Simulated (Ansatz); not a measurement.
SCF convergence of CuO against the mixing step

All numbers below come from DFT PBEsol, scalar-relativistic, plane waves, PAW (Ansatz).

```cif
data_structure
_symmetry_space_group_name_H-M 'P 1'
_symmetry_Int_Tables_number 1
_cell_length_a 2.9329
_cell_length_b 2.9329
_cell_length_c 5.1559
_cell_angle_alpha 90.000
_cell_angle_beta 90.000
_cell_angle_gamma 94.493
_cell_volume 44.21
loop_
_atom_site_label
_atom_site_type_symbol
_atom_site_fract_x
_atom_site_fract_y
_atom_site_fract_z
_atom_site_occupancy
Cu1 Cu 0.00000 0.50000 0.00000 1
Cu2 Cu 0.50000 0.00000 0.50000 1
O1 O 0.50000 0.50000 0.25000 1
O2 O 0.50000 0.50000 0.75000 1
```

* plane-wave cutoff: 420 eV
* Γ-centred k-mesh: 14×14×8
* occupation rule: Gaussian smearing, 0.1 eV
* spin treatment: unpolarised

Each run starts from superposed atomic densities and uses the program's default quasi-Newton mixer with a history of 8 with its automatic preconditioner, at most 120 iterations and the default threshold on the density residual; only the mixing step differs.

```tsv
mixing step	iterations	converged	density residual (eV) at iterations 1, 3, 5
0.02	11	yes	33 1.2 0.077
0.05	12	yes	33 1.1 0.063
0.1	12	yes	33 1.1 0.054
0.4	10	yes	33 1.5 0.026
1	11	yes	33 3.6 0.024
```

This form isn't the usual stable structure of the compound.

Cost: 5 runs of about 0.96 core-minutes in all, on Oxide Virtual Turin-like Processor (Zen 5) (shared hosts).